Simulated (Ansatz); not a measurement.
# SnO (P4/nmm) in Ansatz: further runs

Aim: see how the results for SnO move with the level of theory and the settings. Levels: RPBE, BLYP. Tasks: band structure, single point, equation of state.

Program: Ansatz 0.2.0. These are calculated values, not measurements. Logs are shortened: lines on timing, memory, paths and dates and some standing lists are left out, and cuts for length are marked.

## Step 1: The structure

It takes space group P4/nmm (No. 129, tetragonal). Conventional cell: a = 3.814 Å, b = 3.814 Å, c = 4.887 Å, α = 90.00°, β = 90.00°, γ = 90.00°. Around Sn (site symmetry 4mm) lie 4 O at 2.23 Å. O (site symmetry -4m2) is surrounded by 4 Sn at 2.23 Å.

The cell is a database's computed one.

## Step 2: Band structure, RPBE

Contents of input.yaml:

```yaml
crystal:
  lattice:
    - [3.81369522, 0.0, 0.0]
    - [0.0, 3.81369522, 0.0]
    - [0.0, 0.0, 4.8869133]
  atoms:
    - { symbol: Sn, position: [0.5, 0.0, 0.76462614] }
    - { symbol: Sn, position: [0.0, 0.5, 0.23537386] }
    - { symbol: O, position: [0.0, 0.0, 0.0] }
    - { symbol: O, position: [0.5, 0.5, 0.0] }
hamiltonian:
  xc: rpbe
  pseudopotentials: { kind: paw }
kpoints:
  mp_grid: { grid: [7, 7, 6] }
  band_path:
    path:
      - [[0.0, 0.0, 0.0], [0.0, 0.5, 0.0], [0.5, 0.5, 0.0], [0.0, 0.0, 0.0], [0.0, 0.0, 0.5], [0.0, 0.5, 0.5], [0.5, 0.5, 0.5], [0.0, 0.0, 0.5]]
      - [[0.0, 0.5, 0.0], [0.0, 0.5, 0.5]]
      - [[0.5, 0.5, 0.0], [0.5, 0.5, 0.5]]
    npoints: 14
scf:
  occupations: { method: fermi_dirac, width: 0.05 }
  n_extra_bands: 10
output:
  forces: true
  stress: true
  eigenvalues: true
  fatbands: false
```

Potentials or basis: Ansatz PAW.

Started as:

```
ansatz run input.yaml --threads 2 --pin off --max-ram 5120MiB --backend cpu --events-out ev --progress --plain --runs-dir out
```

Log:

```text
Warning: RAYON_NUM_THREADS=2 ignored (pool sized by the plan → 2); use --threads N
scf.n_extra_bands = 10 over 20 filled bands (N_el = 40.0): the run solves 30 bands
Engine: ansatz 0.2.0, x86_64-unknown-linux-gnu
Pseudopotentials: kind: paw
Pseudopotential: Sn, paw, valence charge 14, recommended cutoff 420 eV (normal), Sn.paw.azcp
Pseudopotential: O, paw, valence charge 6, recommended cutoff 420 eV (normal), O.paw.azcp
Functional definition: RPBE
  parameter kappa = 0.804
  parameter beta = 0.06672455060314922
  exchange = rpbe_x(kappa = kappa, mu = beta*pi^2/3)
  correlation = pbe_c(beta = beta)
Crystal: 4 atoms, lattice volume = 71.077 Å³
Basis set: ecut = 420 eV, 1409 PW (Γ), exchange–correlation on 54×54×72 points (8 copies of the dense FFT grid, shifted against one another)
Bands: 30, of which v1, the nominal top of the filled ones, is band 20 counted from 1 (19 counted from 0)
Symmetry: 16 space group operations
Space group: P4/nmm (ITA 129), of the structure as read, at distance tolerance 4.1e-5 Å
k-points: 40 of 294
Non-local potential: Sn, projectors of the file, l = 0: 2, l = 1: 2, l = 2: 2, l = 3: 2
Non-local potential: O, projectors of the file, l = 0: 2, l = 1: 2, l = 2: 1
PAW form: soft (Blöchl's): semilocal exchange-correlation on the pseudo side does not see the compensation charge
PAW frozen core: Sn, regenerated for the run's functional, and the local potential with it (the file was generated under x = pbe(κ = 0.804, μ = 0.2195149727645171), c = pbe(β = 0.06672455060314922))
PAW frozen core: O, regenerated for the run's functional, and the local potential with it (the file was generated under x = pbe(κ = 0.804, μ = 0.2195149727645171), c = pbe(β = 0.06672455060314922))
PAW one-centre angular grid: Sn, 590 points (default); XC on 64 Gauss nodes
PAW one-centre angular grid: O, 110 points (default); XC on 64 Gauss nodes
Initial density: superposition of atomic densities (neutral atoms: chi_scale 0, normalization atom), corrected by the library's trained network
Initial wavefunctions: pseudopotential atomic-orbital guess
Functional: x = rpbe, c = pbe(β = 0.06672455060314922)
SCF iter   1: F=—  HF=-13203.910387 eV  |F-HF|=—  |Δ(HF+E_count)|=         —  Δρ=3.92e-3  dr2=9.43e-3  ethr=1.77e-3  ⟨swp⟩=6.5  Hψ=5849  notcnv=0  defer=26
preconditioner: auto → Resta (q_TF=auto, 2.479 Å⁻¹)  ε∞=2.7  [insulator: Δε(μ)=0.387 eV  Ē_g=21.538 eV  σ=0.050 eV  W_gap=0.96  n_scr=18 (ndim 8)  ℏωp=27.9 eV  f_vac=0.021  D(μ)=0.02/eV (n_scr^D=0)  ε∞_Penn≈2.7]
SCF iter   2: F=—  HF=-13203.908212 eV  |F-HF|=—  |Δ(HF+E_count)|=   2.18e-3  Δρ=2.04e-3  dr2=1.19e-3  ethr=2.36e-5  ⟨swp⟩=2.1  Hψ=2507  notcnv=0  defer=91
SCF iter   3: F=—  HF=-13203.908562 eV  |F-HF|=—  |Δ(HF+E_count)|=   3.50e-4  Δρ=8.73e-4  dr2=4.26e-4  ethr=2.99e-6  ⟨swp⟩=2.1  Hψ=1358  notcnv=0  defer=91
SCF iter   4: F=—  HF=-13203.908795 eV  |F-HF|=—  |Δ(HF+E_count)|=   2.33e-4  Δρ=2.67e-4  dr2=4.02e-5  ethr=1.07e-6  ⟨swp⟩=2.0  Hψ=1406  notcnv=0  defer=91
SCF iter   5: F=—  HF=-13203.908796 eV  |F-HF|=—  |Δ(HF+E_count)|=   6.62e-7  Δρ=6.92e-5  dr2=2.84e-6  ethr=1.01e-7  ⟨swp⟩=3.0  Hψ=1888  notcnv=0  defer=91
SCF iter   6: F=—  HF=-13203.908802 eV  |F-HF|=—  |Δ(HF+E_count)|=   6.04e-6  Δρ=1.49e-5  dr2=1.12e-7  ethr=7.11e-9  ⟨swp⟩=2.7  Hψ=1817  notcnv=0  defer=91
SCF iter   7: F=-13203.908802 eV  HF=-13203.908802 eV  |F-HF|=4.32e-9  |Δ(HF+E_count)|=   4.85e-8  Δρ=2.39e-6  dr2=4.89e-9  ethr=2.50e-10  ⟨swp⟩=9.3  Hψ=5834  notcnv=0
SCF 1 converged in 7 iterations: F = -13203.908802 eV  dr2 = 4.89e-9
NSCF: frozen V_eff on 129 k-points
SCF converged after 7 iterations
Free energy (F): -13203.908802 eV
Harris-Foulkes:  -13203.908802 eV  (|F-HF|=4.32e-9)
Internal energy: -13203.908506 eV  (E = F + TS)
E sigma→0 (E₀):  -13203.908654 eV
Entropy (-TS):   -0.000295 eV (-0.074 meV/atom)
Fermi energy:    10.143405 eV
--- Per-component energies (eV) ---
  E_band       = -187.523291
  E_kinetic    = 724.879153
  E_local      = -2717.951121  (includes V_loc(G=0)·N_el)
  E_nonlocal   = 29.079462
  E_hartree    = 1468.807526
  E_xc         = -915.098813
  E_vxc        = -379.779620  (∫ρ·V_xc dr)
  E_paw        = -8608.281772  (= ΣΔE_a)
  E_vpaw       = -781.369003  (= ΣTr[D̂ρ^β])
  E_aug_tail   = 0.004790  (compensation charges beyond the density's cutoff)
  E_ewald      = -3185.358485
  E_core_change = 0.010752  (= ΣΔE_core)
  E_smearing   = -0.000295  (= −TS)
  E_closure    = -0.000000  (closes the sum)
  Σ components = -13203.908802   (vs F -13203.908802, Δ=0.00e0)
--- Forces (eV/Å), atoms counted from 1 ---
  atom   1  Sn     0.00000000     0.00000000    -0.55432136
  atom   2  Sn     0.00000000     0.00000000     0.55432136
  atom   3  O      0.00000000     0.00000000     0.00000000
  atom   4  O      0.00000000     0.00000000    -0.00000000
  max |Σ_I F_I| component: 0.00e0 eV/Å
--- Stress (GPa, compression-positive) ---
        6.668868       0.000000       0.000000
        0.000000       6.668868       0.000000
        0.000000       0.000000       5.269851
  P = ⅓ Tr σ = 6.2025 GPa (62.025 kbar)
--- Band table (eV; the first three rows and the last of 40) ---
  k-point 0: bands = ["-12.1511", "-11.7150", "-11.7069", "-11.7069", "-11.6754", "-11.6539", "-11.6228", "-11.6095", "-11.5859", "-11.5859", "-10.3464", "-7.7535", "2.3144", "3.3230", "3.6976", "3.6976", "6.4577", "6.7601", "6.7601", "9.9739", "12.0683", "14.3304", "14.6797", "14.6797", "15.6821", "15.6821", "16.7527", "17.1709", "20.9061", "22.3819"]
  k-point 1: bands = ["-12.1476", "-11.7186", "-11.7012", "-11.7012", "-11.6727", "-11.6510", "-11.6256", "-11.6123", "-11.5922", "-11.5922", "-10.3383", "-7.7536", "1.6895", "3.7229", "3.7229", "4.2245", "6.4423", "6.7566", "6.7566", "9.6884", "11.8270", "13.9688", "13.9688", "14.3837", "16.5507", "16.5507", "16.7212", "17.3745", "21.8505", "22.4469"]
  k-point 2: bands = ["-12.1403", "-11.7260", "-11.6871", "-11.6871", "-11.6658", "-11.6429", "-11.6324", "-11.6203", "-11.6077", "-11.6077", "-10.3220", "-7.7540", "1.0780", "3.7744", "3.7744", "5.6354", "6.4115", "6.7484", "6.7484", "8.7355", "11.7153", "13.2606", "13.2606", "13.9877", "17.3223", "17.6066", "17.6066", "17.8494", "22.5987", "22.7368"]
  k-point 39: bands = ["-12.0616", "-12.0462", "-11.6874", "-11.6831", "-11.6578", "-11.6561", "-11.6145", "-11.6139", "-11.5849", "-11.5843", "-8.7185", "-8.5873", "1.0673", "1.2129", "4.1603", "4.4738", "7.1724", "7.3858", "7.3892", "7.4712", "12.3491", "12.5248", "13.4363", "14.1789", "15.5391", "16.1476", "19.9875", "20.0307", "22.8577", "23.3587"]
```

Run time: 16 s. Hardware: 2 threads of AMD EPYC (Zen 3), shared host; peak memory 0.4 GiB.

Results:

```
Free energy             : -13203.9088 eV
Pressure                : 6.2 GPa
Largest force           : 0.554 eV/Å
Band gap on the k mesh  : 0.36 eV, indirect (least direct gap 2.09 eV)
Band gap along the path : 0.14 eV, indirect (least direct gap 2.07 eV)
```

Forces on the atoms (eV/Å):
```
Sn   0.000  0.000 -0.554
Sn   0.000  0.000  0.554
O    0.000  0.000  0.000
O    0.000  0.000  0.000
```

Levels at the corners of the path, in eV from the valence-band top:
```
point  band 16  band 17  band 18  band 19  band 20  band 21  band 22  band 23  band 24  band 25
    Γ    -6.28    -3.52    -3.21    -3.21     0.00     2.09     4.36     4.70     4.70     5.71
    X    -5.02    -4.87    -4.87    -2.72    -2.72     3.16     3.16     5.91     5.91     5.99
    M    -5.16    -2.56    -2.56    -1.93    -1.93     0.14     0.14     4.52     4.52     7.16
    Γ    -6.28    -3.52    -3.21    -3.21     0.00     2.09     4.36     4.70     4.70     5.71
    Z    -3.58    -3.23    -3.23    -3.20    -2.27     1.80     3.03     3.03     3.71     7.88
    R    -5.46    -4.83    -4.83    -1.79    -1.79     2.55     2.55     5.45     5.45     6.66
    A    -5.58    -2.67    -2.67    -2.56    -2.56     2.34     2.34     3.98     3.98     5.63
    Z    -3.58    -3.23    -3.23    -3.20    -2.27     1.80     3.03     3.03     3.71     7.88
    X    -5.02    -4.87    -4.87    -2.72    -2.72     3.16     3.16     5.91     5.91     5.99
    R    -5.46    -4.83    -4.83    -1.79    -1.79     2.55     2.55     5.45     5.45     6.66
    M    -5.16    -2.56    -2.56    -1.93    -1.93     0.14     0.14     4.52     4.52     7.16
    A    -5.58    -2.67    -2.67    -2.56    -2.56     2.34     2.34     3.98     3.98     5.63
```

Caveat: the k mesh misses the band edges, so the gap on the mesh is wider than the one along the path; the pressure holds a Pulay correction of +0.4 GPa for the finite cutoff; spin-orbit coupling is left out, which moves the levels of the heavy elements; the PAW data sets come from PBE, with cores solved anew for the run's functional, which leaves a small shift of forces and pressure. Expect the measured gap to be larger: semilocal functionals such as RPBE lack the derivative discontinuity.

[end of part 1 of 2]
